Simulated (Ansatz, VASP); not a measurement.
**SiC (Moissanite): VASP beside Ansatz**

```
Si C
1.0
     3.01321    0.00000    0.00000
    -1.50660    2.60951    0.00000
     0.00000    0.00000    4.94495
Si C
2 2
Direct
  0.66667 0.33333 0.50000
  0.33333 0.66667 0.00000
  0.66667 0.33333 0.88500
  0.33333 0.66667 0.38500
```

Alike in both runs: task single point; functional BLYP; dispersion D4; k mesh 10 × 10 × 5; occupations fermi-dirac, width 0.05 eV; no spin polarisation.

|  | VASP | Ansatz |
| --- | --- | --- |
| version | VASP 6.6.1 | Ansatz 0.2.0 |
| potentials or method | VASP PAW PBE potentials, release 64 (Si, C) | Ansatz PAW |
| plane-wave cutoff (eV) | 520 | 420 |
| valence electrons in the cell | 16 | 16 |

VASP gave:

| Property | Result |
| --- | --- |
| gap on the k mesh at the Fermi level (eV) | 2.73 |
| least direct gap on the mesh (eV) | 4.48 |
| pressure (GPa) | 15.0 |
| largest component of the traceless stress (GPa) | 4.02 |
| rms of the force components (eV/Å) | 0.491 |
| dispersion energy (meV/atom) | -675.6 |

Problem. What did Ansatz give for the same quantities?

Solution. gap on the k mesh at the Fermi level (eV): 2.74; least direct gap on the mesh (eV): 4.47; pressure (GPa): 14.3; largest component of the traceless stress (GPa): 4.05; rms of the force components (eV/Å): 0.490; dispersion energy (meV/atom): -675.7.

Atom by atom the forces differ by 0.001 eV/Å (rms over components).

Caveats: the PAW data sets were made with another functional, which shifts forces and pressure a little (VASP); an odd mesh through Γ misses points on the zone boundary, where band edges often lie (VASP); odd divisions of the mesh miss points on the zone boundary, where band edges often lie, so the gap on the mesh can be too wide (Ansatz); the pressure holds a Pulay correction of +0.4 GPa for the finite cutoff (Ansatz); the PAW data sets come from PBE, with cores solved anew for the run's functional, which leaves a small shift of forces and pressure (Ansatz). Expect the measured gap to be larger: semilocal functionals such as BLYP lack the derivative discontinuity.
